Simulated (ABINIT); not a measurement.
# Ta (Im-3m) in ABINIT: equation of state

How stiff is Ta in PBE, and what volume does it want? The cell is scaled to several volumes.

All numbers are computed with ABINIT 10.8.3 (patched build); they aren't measurements. Logs are shortened: lines on timing, memory, paths and dates and some standing lists are left out, and cuts for length are marked. The log counts tension as positive stress, the text compression.

**What was measured.**

“Refinement of the equation of state of tantalum”, 2004, arxiv:cond-mat/0403080 quotes, for a bulk crystal of Ta: bulk modulus 194 GPa.

How close the calculation comes is told below.

**1. The structure**

Symmetry: Im-3m, No. 229, cubic system. Conventional cell: a = 3.303 Å, b = 3.303 Å, c = 3.303 Å, α = 90.00°, β = 90.00°, γ = 90.00°. Around Ta (site symmetry m-3m) lie 8 Ta at 2.86 Å.

**2. Equation of state, PBE**

File run.abi:

```
# Datasets: one volume each
ndtset 7
getwfk -1
scalecart1 3*0.9795861087
scalecart2 3*0.9864848297
scalecart3 3*0.9932883884
scalecart4 3*1.0000000000
scalecart5 3*1.0066227096
scalecart6 3*1.0131594038
scalecart7 3*1.0196128224

# Pseudopotentials
pp_dirpath "./"
pseudos "Ta.GGA_PBE-JTH.xml"

# Structure
acell 3*1.0
rprim
    -3.1204669551     3.1204669551     3.1204669551
     3.1204669551    -3.1204669551     3.1204669551
     3.1204669551     3.1204669551    -3.1204669551
ntypat 1
znucl 73
natom 1
typat 1
xred
     0.0000000000     0.0000000000     0.0000000000

# Plane-wave basis
ecut 408.170794 eV
pawecutdg 30.0

# k points
kptopt 1
ngkpt 11 11 11
nshiftk 1
shiftk 0.0 0.0 0.0

# Exchange and correlation
ixc 11

# Bands and occupations
nband 11
occopt 3
tsmear 0.05 eV

# SCF cycle
nstep 100
tolvrs 1.0e-9

# Output
iomode 3
prtwf 1
prtden 0
prteig 0
prtebands 0
```

Potentials or basis: JTH PAW PBE v2.0.

Launch:

```console
> abinit run.abi > log 2>&1
```

run.abo:

```text
.Version 10.8.3 of ABINIT
 DATASET    1 : space group Im -3 m (#229); Bravais cI (body-center cubic)
================================================================================
 Values of the parameters that define the memory need for DATASET  1.
     intxc =       0    ionmov =       0      iscf =      17    lmnmax =      18
     lnmax =       6     mgfft =      20  mpssoang =       3    mqgrid =    3001
     natom =       1  nloc_mem =       2    nspden =       1   nspinor =       1
    nsppol =       1      nsym =      48    n1xccc =       1    ntypat =       1
    occopt =       3   xclevel =       2
       mpw =         329          nfft =        8000          nkpt =          56
 PAW method is used; the additional fine FFT grid is defined by:
   mgfftf=        30    nfftf =     27000
================================================================================
================================================================================
[... 71 lines left out ...]
 DATASET    7 : space group Im -3 m (#229); Bravais cI (body-center cubic)
================================================================================
 Values of the parameters that define the memory need for DATASET  7.
     intxc =       0    ionmov =       0      iscf =      17    lmnmax =      18
     lnmax =       6     mgfft =      20  mpssoang =       3    mqgrid =    3001
     natom =       1  nloc_mem =       2    nspden =       1   nspinor =       1
    nsppol =       1      nsym =      48    n1xccc =       1    ntypat =       1
    occopt =       3   xclevel =       2
       mpw =         370          nfft =        8000          nkpt =          56
 PAW method is used; the additional fine FFT grid is defined by:
   mgfftf=        30    nfftf =     27000
================================================================================
================================================================================

--------------------------------------------------------------------------------
------------- Echo of variables that govern the present computation ------------
--------------------------------------------------------------------------------
 -outvars: echo values of preprocessed input variables --------
            acell      1.0000000000E+00  1.0000000000E+00  1.0000000000E+00 Bohr
              amu      1.80947900E+02
             ecut      1.50000000E+01 Hartree
           getwfk          -1
                       outvar_i_n : Printing only first  50 k-points.
              ixc          11
           jdtset        1    2    3    4    5    6    7
                       outvar_i_n : Printing only first  50 k-points.
         kptrlatt       11    0    0      0   11    0      0    0   11
          kptrlen1     5.82392158E+01
          kptrlen2     5.86493646E+01
          kptrlen3     5.90538558E+01
          kptrlen4     5.94528804E+01
          kptrlen5     5.98466196E+01
          kptrlen6     6.02352449E+01
          kptrlen7     6.06189192E+01
            natom           1
            nband          11
           ndtset           7
            ngfft          20      20      20
          ngfftdg          30      30      30
             nkpt          56
            nstep         100
             nsym          48
           ntypat           1
                       prtocc : prtvol=0, do not print more k-points.
           occopt           3
        pawecutdg      3.00000000E+01 Hartree
         pawxcdev           0
           prtden           0
        prtebands           0
           prteig           0
            rprim1    -3.0567660819E+00  3.0567660819E+00  3.0567660819E+00
                       3.0567660819E+00 -3.0567660819E+00  3.0567660819E+00
                       3.0567660819E+00  3.0567660819E+00 -3.0567660819E+00
            rprim2    -3.0782933128E+00  3.0782933128E+00  3.0782933128E+00
                       3.0782933128E+00 -3.0782933128E+00  3.0782933128E+00
                       3.0782933128E+00  3.0782933128E+00 -3.0782933128E+00
            rprim3    -3.0995235929E+00  3.0995235929E+00  3.0995235929E+00
                       3.0995235929E+00 -3.0995235929E+00  3.0995235929E+00
                       3.0995235929E+00  3.0995235929E+00 -3.0995235929E+00
            rprim4    -3.1204669551E+00  3.1204669551E+00  3.1204669551E+00
                       3.1204669551E+00 -3.1204669551E+00  3.1204669551E+00
                       3.1204669551E+00  3.1204669551E+00 -3.1204669551E+00
            rprim5    -3.1411329016E+00  3.1411329016E+00  3.1411329016E+00
                       3.1411329016E+00 -3.1411329016E+00  3.1411329016E+00
                       3.1411329016E+00  3.1411329016E+00 -3.1411329016E+00
            rprim6    -3.1615304398E+00  3.1615304398E+00  3.1615304398E+00
                       3.1615304398E+00 -3.1615304398E+00  3.1615304398E+00
                       3.1615304398E+00  3.1615304398E+00 -3.1615304398E+00
            rprim7    -3.1816681193E+00  3.1816681193E+00  3.1816681193E+00
                       3.1816681193E+00 -3.1816681193E+00  3.1816681193E+00
                       3.1816681193E+00  3.1816681193E+00 -3.1816681193E+00
          spgroup         229
           tolvrs      1.00000000E-09
           tsmear      1.83746611E-03 Hartree
            typat      1
           useylm           1
                       outvars : Printing only first  50 k-points.
            znucl       73.00000

================================================================================

 chkinp: Checking input parameters for consistency, jdtset=   1.

 chkinp: Checking input parameters for consistency, jdtset=   2.

 chkinp: Checking input parameters for consistency, jdtset=   3.

 chkinp: Checking input parameters for consistency, jdtset=   4.
[... 39 lines left out ...]
 getcut : COMMENT -
  Note that boxcut > 2.2 ; recall that boxcut=Gcut(box)/Gcut(sphere) = 2
  is sufficient for exact treatment of convolution.
  Such a large boxcut is a waste : you could raise ecut
  e.g. ecut=   39.610160 Hartrees makes boxcut=2

--- Pseudopotential description ------------------------------------------------
- pspini: atom type   1  psp file is ./Ta.GGA_PBE-JTH.xml
 Pseudopotential format is: paw10
 basis_size (lnmax)=  6 (lmn_size= 18), orbitals=   0   0   1   1   2   2
 Spheres core radius: rc_sph= 2.41973345
 Shapefunction is SIN type: shapef(r)=[sin(pi*r/rshp)/(pi*r/rshp)]**2
 Radius for shape functions =  2.11065461
 Compensation charge density is not taken into account in XC energy/potential

   9.99818744E+02                                ecore*ucvol(ha*bohr**3)
--------------------------------------------------------------------------------

[... 7 lines left out ...]

     iter   Etot(hartree)      deltaE(h)  residm     nres2
 ETOT  1  -57.842421256288    -5.784E+01 1.243E+01 2.422E+00
 ETOT  2  -58.974415166034    -1.132E+00 8.849E-02 1.294E+00
 ETOT  3  -58.968753654644     5.662E-03 1.349E-01 2.877E-01
 ETOT  4  -58.967475272969     1.278E-03 3.322E-03 4.136E-03
 ETOT  5  -58.967605824744    -1.306E-04 2.281E-03 3.488E-03
 ETOT  6  -58.967584540671     2.128E-05 2.040E-03 2.082E-05
 ETOT  7  -58.967585768073    -1.227E-06 8.678E-04 2.501E-06
 ETOT  8  -58.967585776311    -8.238E-09 9.634E-04 6.357E-07
 ETOT  9  -58.967585775538     7.730E-10 2.365E-04 5.675E-08
 ETOT 10  -58.967585775625    -8.780E-11 2.630E-04 1.039E-09
 ETOT 11  -58.967585775629    -3.361E-12 6.254E-05 7.521E-10
[... 1190 lines left out ...]
 Cartesian components of stress tensor (hartree/bohr^3)
  sigma(1 1)=  3.24813158E-04  sigma(3 2)=  0.00000000E+00
  sigma(2 2)=  3.24813158E-04  sigma(3 1)=  0.00000000E+00
  sigma(3 3)=  3.24813158E-04  sigma(2 1)=  0.00000000E+00

-Cartesian components of stress tensor (GPa)         [Pressure= -9.5563E+00 GPa]
- sigma(1 1)=  9.55633304E+00  sigma(3 2)=  0.00000000E+00
- sigma(2 2)=  9.55633304E+00  sigma(3 1)=  0.00000000E+00
- sigma(3 3)=  9.55633304E+00  sigma(2 1)=  0.00000000E+00

== END DATASET(S) ==============================================================
================================================================================

 -outvars: echo values of variables after computation  --------
            acell      1.0000000000E+00  1.0000000000E+00  1.0000000000E+00 Bohr
           etotal1    -5.8967585776E+01
           etotal2    -5.8968768998E+01
           etotal3    -5.8969550376E+01
           etotal4    -5.8969940684E+01
           etotal5    -5.8970001180E+01
           etotal6    -5.8969757096E+01
           etotal7    -5.8969221281E+01
            fcart1    -0.0000000000E+00 -0.0000000000E+00 -0.0000000000E+00
            fcart2    -0.0000000000E+00 -0.0000000000E+00 -0.0000000000E+00
            fcart3    -0.0000000000E+00 -0.0000000000E+00 -0.0000000000E+00
            fcart4    -0.0000000000E+00 -0.0000000000E+00 -0.0000000000E+00
            fcart5    -0.0000000000E+00 -0.0000000000E+00 -0.0000000000E+00
            fcart6    -0.0000000000E+00 -0.0000000000E+00 -0.0000000000E+00
            fcart7    -0.0000000000E+00 -0.0000000000E+00 -0.0000000000E+00
            rprim1    -3.0567660819E+00  3.0567660819E+00  3.0567660819E+00
                       3.0567660819E+00 -3.0567660819E+00  3.0567660819E+00
                       3.0567660819E+00  3.0567660819E+00 -3.0567660819E+00
            rprim2    -3.0782933128E+00  3.0782933128E+00  3.0782933128E+00
                       3.0782933128E+00 -3.0782933128E+00  3.0782933128E+00
                       3.0782933128E+00  3.0782933128E+00 -3.0782933128E+00
            rprim3    -3.0995235929E+00  3.0995235929E+00  3.0995235929E+00
                       3.0995235929E+00 -3.0995235929E+00  3.0995235929E+00
[... 9 lines left out ...]
                       3.1615304398E+00  3.1615304398E+00 -3.1615304398E+00
            rprim7    -3.1816681193E+00  3.1816681193E+00  3.1816681193E+00
                       3.1816681193E+00 -3.1816681193E+00  3.1816681193E+00
                       3.1816681193E+00  3.1816681193E+00 -3.1816681193E+00
           strten1    -5.2166182425E-04 -5.2166182425E-04 -5.2166182425E-04
                       0.0000000000E+00  0.0000000000E+00  0.0000000000E+00
           strten2    -3.4084689419E-04 -3.4084689419E-04 -3.4084689419E-04
                       0.0000000000E+00  0.0000000000E+00  0.0000000000E+00
           strten3    -1.7993798217E-04 -1.7993798217E-04 -1.7993798217E-04
                       0.0000000000E+00  0.0000000000E+00  0.0000000000E+00
           strten4    -3.2302332397E-05 -3.2302332397E-05 -3.2302332397E-05
                       0.0000000000E+00  0.0000000000E+00  0.0000000000E+00
           strten5     9.8985097649E-05  9.8985097649E-05  9.8985097649E-05
                       0.0000000000E+00  0.0000000000E+00  0.0000000000E+00
           strten6     2.1756696729E-04  2.1756696729E-04  2.1756696729E-04
                       0.0000000000E+00  0.0000000000E+00  0.0000000000E+00
           strten7     3.2481315793E-04  3.2481315793E-04  3.2481315793E-04
                       0.0000000000E+00  0.0000000000E+00  0.0000000000E+00
 Calculation completed.
```

It took 22 s on 1 thread of Intel Xeon 6975P-C (Granite Rapids), shared host; peak memory 0.13 GiB.

Results:

- Equilibrium volume: 18.26 Å³/atom
- Bulk modulus: 195 GPa
- Pressure derivative of the bulk modulus: 3.8

Energy against volume, from the lowest point:
| volume (Å³/atom) | energy (meV/atom) |
| --- | --- |
| 16.930 | 65.73 |
| 17.290 | 33.53 |
| 17.650 | 12.27 |
| 18.010 | 1.65 |
| 18.371 | 0.00 |
| 18.731 | 6.64 |
| 19.091 | 21.22 |

Caveat: the cutoff is too short for stress, so the log's stress isn't used; pressures at fixed basis lie under the slope of the energies.

**3. Comparison with measurements**

Step 2. Measured bulk modulus of Ta: 194 GPa (quoted in “Refinement of the equation of state of tantalum”, 2004, arxiv:cond-mat/0403080). This calculation gives 195 GPa (+0.7 %). The fit is for a static lattice scaled at fixed shape and fixed fractional positions.
